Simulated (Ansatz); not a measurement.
SiO₂: the gap under strain

SiO₂, P4_32_12, a = 5.028 Å, c = 7.006 Å. This isn't the usual stable structure of the compound. Ansatz: PBEsol, PAW, 420 eV, Γ-centred 6×6×4 mesh on 12 atoms, Gaussian smearing 0.02 eV; no spin polarisation. Series: biaxial strain in the a-b plane, c and atoms relaxed; x is the strain in per cent. The gap is sought over the whole zone.

```tsv
x (%)	gap y (eV)
-3.0	?
-1.5	5.625
0.0	5.573
1.5	5.520
3.0	5.467
```

**Question.** Fit y = E0 + c1 x + c2 x² to the other rows, give the deformation potential for this strain, and predict the missing gap.

**Answer.** Least squares on the rows shown. y = 5.5728 − 0.034967 x − 0.00011111 x². The deformation potential is 100 c1 = -3.50 eV per unit strain. At x = -3.0 the fit asked for gives 5.677 eV. The run gave 5.673 eV, so the fit is 0.004 eV too high, a small miss on the scale of the series. The form still works here, 33 % of the fitted range beyond its end.

Semilocal functionals give gaps under the measured ones; changes of the gap mostly carry over better.